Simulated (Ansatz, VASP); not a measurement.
# One calculation of V, two programs

```xyz
1
Lattice="-1.4936 1.4936 1.4936 1.4936 -1.4936 1.4936 1.4936 1.4936 -1.4936" Properties=species:S:1:pos:R:3 pbc="T T T"
V     0.0000    0.0000    0.0000
```

Alike in both runs: functional r2SCAN; k mesh 10 × 10 × 10; occupations gaussian, width 0.1 eV; collinear spin.

Ansatz relaxed the structure, and its values are those at the end. VASP's run is a single point on that final structure, the one shown.

```csv
,VASP,Ansatz
version,VASP 6.6.1,Ansatz 0.2.0
potentials or method,"VASP PAW PBE potentials, release 64 (V_sv)","scalar-relativistic, plane waves, PAW"
plane-wave cutoff (eV),520,500
valence electrons in the cell,13,13
```

|  | VASP | Ansatz | Ansatz less VASP |
| --- | --- | --- | --- |
| gap on the k mesh at the Fermi level (eV) | none | none | - |
| pressure (GPa) | 0.7 | -0.1 | -0.71 |
| net moment per atom (μB) | 0.00 | 0.00 | 0.000 |

A gap of «none» marks a metal or a gap that the smearing closes. Ansatz warned: «seeded_moment_not_kept».

Caveats: the PAW data sets were made with another functional, which shifts forces and pressure a little (VASP).
